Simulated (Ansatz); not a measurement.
Si: opening a crack plane

Si, Ia-3, a = 6.567 Å. This isn't the element's structure at ambient conditions. Ansatz: LDA, PAW, 420 eV, Γ-centred 7×7×4 mesh on 16 atoms, Gaussian smearing 0.15 eV; no spin polarisation. One cut on (011) per cell of 16 atoms is opened rigidly by x, between planes of Si and Si that stand 0.95 Å apart; y is the energy per area (30.498 Å², 1 eV/Å² = 16.02 J/m²).

| x (Å) | y (J/m²) |
| --- | --- |
| 0.00 | 0.000 |
| 0.25 | ? |
| 0.50 | 0.827 |
| 1.00 | 2.093 |
| 1.50 | 2.965 |
| 2.00 | 3.439 |
| 3.00 | 3.785 |
| 4.50 | 3.874 |
| 6.00 | 3.884 |

Fit the universal binding curve y = W[1 − (1 + x/l) e^(−x/l)] to the other rows, give the peak stress, and predict the missing value.

Least squares gives W = 3.90 J/m² and l = 0.554 Å. The stress dy/dx peaks at x = l with W/(e l) = 25.9 GPa, for rigid faces. At x = 0.25: x/l = 0.451, y = 0.296 J/m². The run gave 0.259 J/m², so the fit is 0.037 J/m² too high, within twice the rms miss on the fitted rows (0.030 J/m²).

Cost: 10 runs of about 22 core-minutes in all, on Intel Xeon Platinum 8259CL (Skylake/Cascade Lake) (shared hosts).

The energy rises steeply over the first 2 Å of opening and is almost flat beyond 3.00 Å, as expected when the cost comes from breaking directional covalent bonds whose sp³ overlap decays roughly exponentially with distance. The plateau is the work of creating two faces, so the mean surface energy per face is half of it.

The misfit is systematic: the universal curve lies above the computed energies at 0.25 and 0.50 Å but below them at 1.50 and 2.00 Å. The real interface therefore starts softer and then stiffens more sharply, which suggests that the fitted 25.9 GPa slightly underestimates the peak stress. A likely reason is geometric. The separated planes lie much closer together than a Si–Si bond length, so bonds joining them are strongly inclined, and a small normal opening partly rotates them before stretching them fully. With only one cut computed, the curve doesn't show whether (011) is the preferred cleavage plane of this phase.
